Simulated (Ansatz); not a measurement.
HfO2:

```
Hf O
1.0
     5.08032    0.00000    0.00000
     0.00000    5.16487    0.00000
     0.00000    0.00000    4.89088
Hf O
4 8
Direct
  0.22259 0.78180 0.27207
  0.72259 0.71820 0.72793
  0.77741 0.21820 0.27207
  0.27741 0.28180 0.72793
  0.18682 0.16365 0.10453
  0.68682 0.33635 0.89547
  0.81318 0.83635 0.10453
  0.31318 0.66365 0.89547
  0.00000 0.50000 0.48905
  0.50000 0.00000 0.51095
  0.00000 0.00000 0.57562
  0.50000 0.50000 0.42438
```

The cell comes from a database or a generator and needn't be the stable form of this composition.

* Program: Ansatz 0.2.0
* Task: relaxation of cell and atoms
* Functional: PBE
* Potentials or basis: Ansatz PAW
* Cutoff: 420 eV (not typed: the program's choice for these potentials)
* k mesh: 5 × 5 × 6
* Occupations: fermi-dirac, width 0.05 eV
* Spin: no spin polarisation

At the start: volume 10.69 Å³/atom.

Question: How do energy, volume and symmetry change on relaxing?

Answer: It ends after 16 steps and the volume is 11.15 Å³/atom (+4.3 %); space group P2_12_12 (No. 18, to 0.05 Å).

Step by step:
| step | energy change (eV) | largest force (eV/Å) | volume (Å³) |
| --- | --- | --- | --- |
| 1 | 0.0000 | 0.1840 | 128.33 |
| 2 | -0.0984 | 0.1635 | 134.55 |
| 3 | -0.1169 | 0.0768 | 133.30 |
| 4 | -0.1186 | 0.0130 | 133.24 |
| 5 | -0.1186 | 0.0157 | 133.26 |
| 6 | -0.1188 | 0.0128 | 133.30 |
| 7 | -0.1189 | 0.0164 | 133.30 |
| 8 | -0.1188 | 0.0042 | 133.38 |
| 9 | -0.1189 | 0.0026 | 133.39 |
| 10 | -0.1189 | 0.0075 | 133.41 |
| 11 | -0.1187 | 0.0017 | 133.44 |
| 12 | -0.1517 | 0.0040 | 133.44 |
| 13 | -0.1491 | 0.0275 | 133.96 |
| 14 | -0.1505 | 0.0194 | 133.79 |
| 15 | -0.1505 | 0.0019 | 133.81 |
| 16 | -0.1521 | 0.0022 | 133.81 |

Final structure:
```
Hf O
1.0
     5.09619    0.00000    0.00000
     0.00000    5.27440    0.00000
     0.00000    0.00000    4.97828
Hf O
4 8
Direct
  0.23044 0.78220 0.27202
  0.73044 0.71780 0.72798
  0.76956 0.21780 0.27202
  0.26956 0.28220 0.72798
  0.20848 0.14694 0.10038
  0.70848 0.35306 0.89962
  0.79152 0.85306 0.10038
  0.29152 0.64694 0.89962
  0.00000 0.50000 0.47284
  0.50000 0.00000 0.52716
  0.00000 0.00000 0.56884
  0.50000 0.50000 0.43116
```

Caveat: the plane-wave basis is chosen anew once the cell has moved, so the energies of steps on either side of that aren't comparable; the pressure holds a Pulay correction of +0.8 GPa for the finite cutoff.
